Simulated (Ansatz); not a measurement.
# PbS: a two-dimensional strain map

The task, for PbS: strain the cell in the xy plane and along z independently.

Program: Ansatz 0.2.0. Level of theory: DFT PBEsol, scalar-relativistic, plane waves, PAW. These are calculated values, not measurements.

## (1) The starting structure

Symmetry: Pm-3m, No. 221, cubic system. The conventional cell has a = 3.654 Å, b = 3.654 Å, c = 3.654 Å, α = 90.00°, β = 90.00°, γ = 90.00°. Pb (site symmetry m-3m) has 8 S at 3.16 Å as nearest neighbours. Around S (site symmetry m-3m) lie 8 Pb at 3.16 Å.

Structure file:

```
Pb S
1.0
     3.65366    0.00000    0.00000
     0.00000    3.65366    0.00000
     0.00000    0.00000    3.65366
Pb S
1 1
Cartesian
  0.0000 0.0000 0.0000
  1.8268 1.8268 1.8268
```

It goes back to an entry of the Materials Project, which need not be the stable form.

The cell is taken as given, not relaxed at this level.

## (2) Zero of energy

Reference values: F = -12640.4611 eV; pressure -3.42 GPa; largest force 0.000 eV/Å; gap on the mesh none (metal). It was computed beforehand with the settings of the runs below.

## (3) Next: a two-dimensional strain map

The cell is strained by p along both x and y and by q along z, with fractional coordinates fixed.

## (4) Point p = -0.050, q = -0.050

The input, input.yaml:

```yaml
crystal:
  lattice:
    - [3.47097605, 0.0, 0.0]
    - [0.0, 3.47097605, 0.0]
    - [0.0, 0.0, 3.47097605]
  atoms:
    - { symbol: Pb, position: [0.0, 0.0, 0.0] }
    - { symbol: S, position: [0.5, 0.5, 0.5] }
basis:
  ecutwfc: 420
kpoints:
  mp_grid: { grid: [14, 14, 14] }
hamiltonian:
  xc: pbesol
scf:
  occupations: { method: gaussian, width: 0.15 }
output:
  forces: true
  stress: true
  eigenvalues: true
```

Run with:

```
$ ansatz run input.yaml --threads 1 --pin off --max-ram 1228MiB --backend cpu --events-out ev --progress --plain --runs-dir out
```

## (5) Point p = -0.050, q = 0.000

Edit input.yaml of step 4 so:

```diff
@@ -4,3 +4,3 @@
     - [0.0, 3.47097605, 0.0]
-    - [0.0, 0.0, 3.47097605]
+    - [0.0, 0.0, 3.653659]
   atoms:
```

## (6) p = -0.050, q = 0.050

Edit input.yaml of step 5 so:

```diff
@@ -4,3 +4,3 @@
     - [0.0, 3.47097605, 0.0]
-    - [0.0, 0.0, 3.653659]
+    - [0.0, 0.0, 3.83634195]
   atoms:
```

## (7) Point p = 0.000, q = -0.050

Edit input.yaml of step 6 so:

```diff
@@ -2,5 +2,5 @@
   lattice:
-    - [3.47097605, 0.0, 0.0]
-    - [0.0, 3.47097605, 0.0]
-    - [0.0, 0.0, 3.83634195]
+    - [3.653659, 0.0, 0.0]
+    - [0.0, 3.653659, 0.0]
+    - [0.0, 0.0, 3.47097605]
   atoms:
```

## (8) At p = 0.000, q = 0.050

Edit input.yaml of step 7 so:

```diff
@@ -4,3 +4,3 @@
     - [0.0, 3.653659, 0.0]
-    - [0.0, 0.0, 3.47097605]
+    - [0.0, 0.0, 3.83634195]
   atoms:
```

## (9) At p = 0.050, q = -0.050

Edit input.yaml of step 8 so:

```diff
@@ -2,5 +2,5 @@
   lattice:
-    - [3.653659, 0.0, 0.0]
-    - [0.0, 3.653659, 0.0]
-    - [0.0, 0.0, 3.83634195]
+    - [3.83634195, 0.0, 0.0]
+    - [0.0, 3.83634195, 0.0]
+    - [0.0, 0.0, 3.47097605]
   atoms:
```

## (10) p = 0.050, q = 0.000

Edit input.yaml of step 9 so:

```diff
@@ -4,3 +4,3 @@
     - [0.0, 3.83634195, 0.0]
-    - [0.0, 0.0, 3.47097605]
+    - [0.0, 0.0, 3.653659]
   atoms:
```

(Steps that only read results are left out.)

Q: Predict the outcome of this session. Wanted: highest point; lowest point away from the origin.

As calculated:

```
                         quantity                                     value
                    highest point  95.1 meV/atom at (p, q) = (0.050, 0.000)
lowest point away from the origin          -4.2 meV/atom at (0.000, -0.050)
```

What this shows: Of the points run, the lowest is (0.000, -0.050), 4.2 meV/atom below the undisturbed cell, which was taken as given and not relaxed at this level. Spin-orbit coupling is left out for Pb.
